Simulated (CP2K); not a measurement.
Runs of CP2K 2026.2 on GaAs. It takes space group F-43m (No. 216, cubic). Conventional cell: a = 5.654 Å, b = 5.654 Å, c = 5.654 Å, α = 90.00°, β = 90.00°, γ = 90.00°. As (site symmetry -43m) has 4 Ga at 2.45 Å as nearest neighbours. Around Ga (site symmetry -43m) lie 4 As at 2.45 Å. 

```tsv
task	potentials or basis	spin	k points reduced by the point group	ADDED_MOS	hirshfeld SHAPE_FUNCTION	VORONOI_RADII	points a segment of the path (NPOINTS)	gap on the mesh (eV)	pressure (GPa)
atomic charges	GTH_POTENTIALS As GTH-PBE-q5, Ga GTH-PBE-q13; SZV-MOLOPT-SR-GTH basis	off	yes	[4]	GAUSSIAN	COVALENT	-	(a)	6.9
atomic charges	POTENTIAL_UZH As GTH-PBE-q5, Ga GTH-PBE-q13; ccGRB-D basis	off	yes	[10]	GAUSSIAN	COVALENT	-	0.60	5.8
band structure	GTH_POTENTIALS As GTH-PBE-q5, Ga GTH-PBE-q13; DZVP-MOLOPT-SR-GTH basis	off	yes	[10]	-	-	10	0.50	4.2
band structure	GTH_SOC_POTENTIALS As GTH-PBE-q5, Ga GTH-PBE-q13; DZVP-MOLOPT-SR-GTH basis	SOC, no magnetisation	-	[10]	-	-	10	-	4.2
atomic charges	GTH_POTENTIALS As GTH-PBE-q5, Ga GTH-PBE-q13; DZVP-MOLOPT-SR-GTH basis	off	yes	[10]	GAUSSIAN	COVALENT	-	0.50	4.2
```

Alike in all rows: level PBE; cell as given; k mesh 8 × 8 × 8; smearing fermi-dirac 0.05 eV.

Question: Estimate the missing entries.

Answer: (a) 0.79.

Caveats: the basis of atomic orbitals isn't converged, which shifts pressures, moduli and gaps; the real-space grid breaks the cell's symmetry a little (some runs); a minimal basis gives rough bond lengths, pressures and levels (some runs).

A k mesh can miss the band edges, and rows without SOC leave out spin-orbit coupling on As, Ga.
